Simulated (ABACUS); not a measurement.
# Au (Fm-3m) in ABACUS: equation of state

How stiff is Au in PBEsol, and what volume does it want? The cell is scaled to several volumes.

Program: ABACUS 3.10.1. These are calculated values, not measurements. Logs are shortened: lines on timing, memory, paths and dates and some standing lists are left out, and cuts for length are marked.

**Experimental background.**

“Exploring toroidal anvil profiles for larger sample volumes above 4 Mbar”, 2024, pmc:11102561 quotes, for a bulk crystal of Au: bulk modulus 167 GPa.

How close the calculation comes is told below.

### 1 Starting point

Symmetry: Fm-3m, No. 225, cubic system. Conventional cell: a = 4.070 Å, b = 4.070 Å, c = 4.070 Å, α = 90.00°, β = 90.00°, γ = 90.00°. Au (site symmetry m-3m) is surrounded by 12 Au at 2.88 Å.

### 2 Equation of state, PBEsol, 15.84 Å³/atom (volume scaled by 0.94)

Input file INPUT:

```
INPUT_PARAMETERS
suffix              Au
calculation         scf
basis_type          pw
pseudo_dir          ./
symmetry            1
dft_functional      pbesol
ecutwfc             76
pseudo_rcut         7
nspin               1
nbands              14
ks_solver           dav
smearing_method     fd
smearing_sigma      0.00367493
scf_thr             1e-08
scf_nmax            100
mixing_type         broyden
mixing_beta         0.7
cal_force           1
cal_stress          1
kpar                4
```

Input file STRU:

```
ATOMIC_SPECIES
Au 196.9666 Au.upf

LATTICE_CONSTANT
1.8897261246

LATTICE_VECTORS
0.0000000000 1.9934577312 1.9934577312
1.9934577312 0.0000000000 1.9934577312
1.9934577312 1.9934577312 0.0000000000

ATOMIC_POSITIONS
Direct

Au
0.0
1
0.0000000000 0.0000000000 0.0000000000 1 1 1
```

Input file KPT:

```
K_POINTS
0
Gamma
11 11 11 0 0 0
```

Potentials or basis: PseudoDojo NC SR 0.4.1 PBEsol standard, plane waves.

The run is started by

```console
$ OMP_NUM_THREADS=1 mpirun -np 4 abacus > log
```

running log:

```text
ABACUS v3.10.1

               Atomic-orbital Based Ab-initio Computation at UStc

 ------------------------------------------------------------------------------------

 READING GENERAL INFORMATION
                           global_out_dir = OUT.Au/
                           global_in_card = INPUT
                               pseudo_dir = ./
                              orbital_dir =
                                    DSIZE = 4
                                    GSIZE = 1

 READING UNITCELL INFORMATION
                                    ntype = 1
                  lattice constant (Bohr) = 1.88973
              lattice constant (Angstrom) = 1

 READING ATOM TYPE 1
                               atom label = Au
                      L=0, number of zeta = 1
                      L=1, number of zeta = 1
                      L=2, number of zeta = 1
             number of atom for this type = 1

                        TOTAL ATOM NUMBER = 1
DIRECT COORDINATES
    atom                   x                   y                   z     mag                  vx                  vy                  vz
taud_Au1            0.0000000000        0.0000000000        0.0000000000  0.0000        0.0000000000        0.0000000000        0.0000000000

                          Volume (Bohr^3) = 106.917
                             Volume (A^3) = 15.8435

 Lattice vectors: (Cartesian coordinate: in unit of a_0)
                   +0            +1.99346            +1.99346
             +1.99346                  +0            +1.99346
             +1.99346            +1.99346                  +0
 Reciprocal vectors: (Cartesian coordinate: in unit of 2 pi/a_0)
             -0.25082            +0.25082            +0.25082
             +0.25082            -0.25082            +0.25082
             +0.25082            +0.25082            -0.25082
 The esolver type has been set to : ksdft_pw

                PAO radial cut off (Bohr) = 7

 Read in pseudopotential file is Au.upf
                     pseudopotential type = NC
          exchange-correlation functional = PBESOL
                 nonlocal core correction = 1
                        valence electrons = 19
                                     lmax = 3
                           number of zeta = 4
                     number of projectors = 7
                           L of projector = 0
                           L of projector = 0
                           L of projector = 1
                           L of projector = 1
                           L of projector = 2
                           L of projector = 2
                           L of projector = 3
     initial pseudo atomic orbital number = 10

 SETUP THE ELECTRONS NUMBER
            electron number of element Au = 19
      total electron number of element Au = 19
            AUTOSET number of electrons:  = 19
                           occupied bands = 10
                                   NBANDS = 14
                                   NLOCAL = 9

%%%%%%%%%%%%%%%%%%%%%%%%%%%%%%%%%%%%%%%%%%%%%%%%%%%%%%%%%%%%%%%%%%%%%%%%%%%%%%%%%%%%%%%%%%%%%%%%%%%%%%%%%%
 Warning: the number of valence electrons in pseudopotential > 11 for Au: [Xe] 4f14 5d10 6s1
 Pseudopotentials with additional electrons can yield (more) accurate outcomes, but may be less efficient.
 If you're confident that your chosen pseudopotential is appropriate, you can safely ignore this warning.
%%%%%%%%%%%%%%%%%%%%%%%%%%%%%%%%%%%%%%%%%%%%%%%%%%%%%%%%%%%%%%%%%%%%%%%%%%%%%%%%%%%%%%%%%%%%%%%%%%%%%%%%%%

 SETUP THE PLANE WAVE BASIS
 energy cutoff for charge/potential (unit:Ry) = 304
            fft grid for charge/potential = [ 30, 30, 30 ]
                        fft grid division = [ 1, 1, 1 ]
        big fft grid for charge/potential = [ 30, 30, 30 ]
                                     nbxx = 27000
                                     nrxx = 27000

 SETUP PLANE WAVES FOR CHARGE/POTENTIAL
                    number of plane waves = 9577
                         number of sticks = 595

 PARALLEL PW FOR CHARGE/POTENTIAL
     PROC   COLUMNS(POT)             PW
        1            595           9577
 --------------- sum -------------------
        1            595           9577
                            number of |g| = 149
                                  max |g| = 27.4292
                                  min |g| = 0

----------- Double Check Mixing Parameters Begin ------------
mixing_type: broyden
mixing_beta: 0.7
mixing_gg0: 1
mixing_gg0_min: 0.1
mixing_ndim: 8
----------- Double Check Mixing Parameters End ------------

 LATTICE VECTORS: (CARTESIAN COORDINATE: IN UNIT OF A0)
                   +0            +1.99346            +1.99346
[... 29 lines left out ...]
                                   nkstot = 1331
                       right hand lattice = 1
(for reciprocal lattice: )
                             BRAVAIS TYPE = 2
                     BRAVAIS LATTICE NAME = 02. Cubic I (body-centered)
                                    ibrav = 2
                       right hand lattice = 1
(for k-lattice: )
                             BRAVAIS TYPE = 2
                     BRAVAIS LATTICE NAME = 02. Cubic I (body-centered)
                                    ibrav = 2
                       right hand lattice = 1
                        ROTATION MATRICES = 48
                               nkstot_ibz = 56
K-POINTS REDUCTION ACCORDING TO SYMMETRY
     IBZ    DIRECT_X    DIRECT_Y    DIRECT_Z  WEIGHT  ibz2bz
       1  0.00000000  0.00000000  0.00000000  0.0008       0
       2  0.09090909  0.09090909  0.09090909  0.0060       1
       3  0.18181818  0.18181818  0.18181818  0.0060       2
       4  0.27272727  0.27272727  0.27272727  0.0060       3
       5  0.36363636  0.36363636  0.36363636  0.0060       4
       6  0.45454545  0.45454545  0.45454545  0.0060       5
[... 22 lines left out ...]
      29 -0.36363636  0.36363636  0.36363636  0.0180      40
      30 -0.45454545  0.27272727  0.27272727  0.0090      41
[... 26 further k points ...]

                               nkstot now = 56
[... K-POINTS DIRECT COORDINATES: 56 rows ...]

           k-point number in this process = 14
       minimum distributed K point number = 14
[... stars of the k points ...]

[... K-POINTS CARTESIAN COORDINATES: 14 rows ...]

[... K-POINTS DIRECT COORDINATES: 14 rows ...]

 SETUP PLANE WAVES FOR WAVE FUNCTIONS
     energy cutoff for wavefunc (unit:Ry) = 76
              fft grid for wave functions = [ 30, 30, 30 ]
                    number of plane waves = 1807
                         number of sticks = 199

 PARALLEL PW FOR WAVE FUNCTIONS
     PROC   COLUMNS(POT)             PW
        1            199           1807
 --------------- sum -------------------
        1            199           1807

 SETUP NONLOCAL PSEUDOPOTENTIALS IN PLANE WAVE BASIS
 Au non-local projectors:
 projector 1 L=0
 projector 2 L=0
 projector 3 L=1
 projector 4 L=1
 projector 5 L=2
 projector 6 L=2
 projector 7 L=3
      TOTAL NUMBER OF NONLOCAL PROJECTORS = 25

 Init Non-Local PseudoPotential table :
 Init Non-Local-Pseudopotential done.

                                     npwx = 1243

 Make real space PAO into reciprocal space.
       max mesh points in Pseudopotential = 701
     dq(describe PAO in reciprocal space) = 0.01
                                    max q = 1050

 number of pseudo atomic orbitals for Au is 4
WARNING: norm of atomic wavefunction # 3 of atomic type Au is 0.999937, renormalized
WARNING: norm of atomic wavefunction # 4 of atomic type Au is 0.99798, renormalized

 -------------------------------------------
 SELF-CONSISTENT
 -------------------------------------------
                                 init_chg = atomic

 PW ALGORITHM --------------- ION=   1  ELEC=   1--------------------------------
 Notice: Threshold on eigenvalues was too large.
 hsover_error=0.19 > DRHO=0.068863
 Origin diag ethr = 0.01
 New diag ethr = 0.000362437

 Density error is 0.0690853282534
                          Error Threshold = 0.000362436756023
----------------------------------------------------------
     Energy           Rydberg                 eV
----------------------------------------------------------
 E_KohnSham     -294.8196441396      -4011.2270426305
 E_Harris       -297.8128768045      -4051.9520623126
 E_Fermi        1.7006219314         23.1381484110
----------------------------------------------------------
[... 51 lines left out ...]
 Density error is 1.86960205849e-09
                          Error Threshold = 5.68391937658e-09
----------------------------------------------------------
     Energy           Rydberg                 eV
----------------------------------------------------------
 E_KohnSham     -294.8417192632      -4011.5273900955
 E_KS(sigma->0) -294.8416283670      -4011.5261533894
 E_Harris       -294.8413104298      -4011.5218276314
 E_band         -12.9572928068       -176.2930128273
 E_one_elec     -74.0549373838       -1007.5691134535
 E_Hartree      49.2285643490        669.7889795063
 E_xc           -50.3315915815       -684.7964349170
 E_Ewald        -219.6835728545      -2988.9483478190
 E_entropy(-TS) -0.0001817924        -0.0024734123
 E_descf        0.0000000000         0.0000000000
 E_exx          0.0000000000         0.0000000000
 E_Fermi        1.6577229414         22.5544777080
----------------------------------------------------------

 charge density convergence is achieved
 final etot is -4011.5273901 eV
 EFERMI = 22.554477708 eV

 STATE ENERGY(eV) AND OCCUPATIONS    NSPIN == 1
 1/14 kpoint (Cartesian) = 0.0000 0.0000 0.0000 (1243 pws)
       1       -83.3139     0.00150263
       2       -34.4932     0.00150263
       3       -34.4932     0.00150263
       4       -34.4932     0.00150263
       5        11.8679     0.00150263
       6        17.5096     0.00150263
       7        17.5096     0.00150263
       8        17.5096     0.00150263
       9        19.2508     0.00150263
      10        19.2508     0.00150263
      11        36.9037        0.00000
      12        41.3039        0.00000
      13        41.3039        0.00000
      14        41.3039        0.00000
[... 66 lines left out ...]
       1       -83.2969      0.0120210
       2       -34.7792      0.0120210
       3       -34.5362      0.0120210
       4       -34.5362      0.0120210
       5        14.5612      0.0120210
       6        17.4816      0.0120210
       7        17.4816      0.0120210
       8        20.5604      0.0120210
       9        20.5604      0.0120210
      10        20.7524      0.0120210
      11        26.6622    2.51821e-38
      12        36.4522        0.00000
      13        40.3512        0.00000
      14        40.3512        0.00000

[... levels at 8 further k points ...]

------------------------------------------------------------------------------------------
 TOTAL-FORCE (eV/Angstrom)
------------------------------------------------------------------------------------------
                       Au1         0.0000000000         0.0000000000         0.0000000000
------------------------------------------------------------------------------------------

----------------------------------------------------------------
 TOTAL-STRESS (KBAR)
----------------------------------------------------------------
       148.0108471889        -0.0000000000         0.0000000000
        -0.0000000000       148.0108471889         0.0000000000
        -0.0000000000         0.0000000000       148.0108471889
----------------------------------------------------------------
 TOTAL-PRESSURE: 148.010847 KBAR

 --------------------------------------------
 !FINAL_ETOT_IS -4011.5273900955266981 eV
 --------------------------------------------
```

Wall time 4.4 s (4 MPI ranks of Intel Xeon Platinum 8488C (Sapphire Rapids), shared host); peak memory 0.24 GiB.

What came out:

| Quantity | Value |
| --- | --- |
| Free energy | -4011.5274 eV |
| Pressure | 14.8 GPa |
| Band gap on the k mesh | none (metal or under the smearing width) |

### 3 Equation of state, PBEsol, 16.18 Å³/atom (volume scaled by 0.96)

INPUT is that of step 2.

Input file STRU:

```
ATOMIC_SPECIES
Au 196.9666 Au.upf

LATTICE_CONSTANT
1.8897261246

LATTICE_VECTORS
0.0000000000 2.0074966285 2.0074966285
2.0074966285 0.0000000000 2.0074966285
2.0074966285 2.0074966285 0.0000000000

ATOMIC_POSITIONS
Direct

Au
0.0
1
0.0000000000 0.0000000000 0.0000000000 1 1 1
```

KPT is that of step 2.

Potentials or basis: PseudoDojo NC SR 0.4.1 PBEsol standard, plane waves.

The run is started by

```console
$ OMP_NUM_THREADS=1 mpirun -np 4 abacus > log
```

It took 4 s on 4 MPI ranks of Intel Xeon Platinum 8488C (Sapphire Rapids), shared host; peak memory 0.24 GiB.

Results (log left out):

- Free energy: -4011.5530 eV
- Pressure: 9.7 GPa
- Band gap on the k mesh: none (metal or under the smearing width)

### 4 Equation of state, PBEsol, 16.52 Å³/atom (volume scaled by 0.98)

INPUT is that of step 3.

Input file STRU:

```
ATOMIC_SPECIES
Au 196.9666 Au.upf

LATTICE_CONSTANT
1.8897261246

LATTICE_VECTORS
0.0000000000 2.0213418704 2.0213418704
2.0213418704 0.0000000000 2.0213418704
2.0213418704 2.0213418704 0.0000000000

ATOMIC_POSITIONS
Direct

Au
0.0
1
0.0000000000 0.0000000000 0.0000000000 1 1 1
```

KPT is that of step 3.

The run is started by

```console
$ OMP_NUM_THREADS=1 mpirun -np 4 abacus > log
```

Wall time 3.5 s (4 MPI ranks of Intel Xeon Platinum 8488C (Sapphire Rapids), shared host); peak memory 0.24 GiB.

Results (log left out):

| Quantity | Value |
| --- | --- |
| Free energy | -4011.5685 eV |
| Pressure | 5.2 GPa |
| Band gap on the k mesh | none (metal or under the smearing width) |

### 5 Equation of state, PBEsol, 16.85 Å³/atom

INPUT is that of step 4.

Input file STRU:

```
ATOMIC_SPECIES
Au 196.9666 Au.upf

LATTICE_CONSTANT
1.8897261246

LATTICE_VECTORS
0.0000000000 2.0350000000 2.0350000000
2.0350000000 0.0000000000 2.0350000000
2.0350000000 2.0350000000 0.0000000000

ATOMIC_POSITIONS
Direct

Au
0.0
1
0.0000000000 0.0000000000 0.0000000000 1 1 1
```

KPT is that of step 4.

The run is started by

```console
$ OMP_NUM_THREADS=1 mpirun -np 4 abacus > log
```

It took 2.3 s on 4 MPI ranks of Intel Xeon Platinum 8488C (Sapphire Rapids), shared host; peak memory 0.24 GiB.

The run converged. Its results:

```
Free energy            : -4011.5752 eV
Pressure               : 1.3 GPa
Band gap on the k mesh : none (metal or under the smearing width)
```

### 6 Equation of state, PBEsol, 17.19 Å³/atom (volume scaled by 1.02)

INPUT is that of step 5.

Input file STRU:

```
ATOMIC_SPECIES
Au 196.9666 Au.upf

LATTICE_CONSTANT
1.8897261246

LATTICE_VECTORS
0.0000000000 2.0484772140 2.0484772140
2.0484772140 0.0000000000 2.0484772140
2.0484772140 2.0484772140 0.0000000000

ATOMIC_POSITIONS
Direct

Au
0.0
1
0.0000000000 0.0000000000 0.0000000000 1 1 1
```

KPT is that of step 5.

Potentials or basis: PseudoDojo NC SR 0.4.1 PBEsol standard, plane waves.

The run is started by

```console
$ OMP_NUM_THREADS=1 mpirun -np 4 abacus > log
```

Wall time 3 s (4 MPI ranks of Intel Xeon Platinum 8488C (Sapphire Rapids), shared host); peak memory 0.24 GiB.

The run converged. Its results:

```yaml
Free_energy: -4011.5742 eV
Pressure: -2.1 GPa
Band_gap_on_the_k_mesh: none (metal or under the smearing width)
```

[end of part 1 of 2]
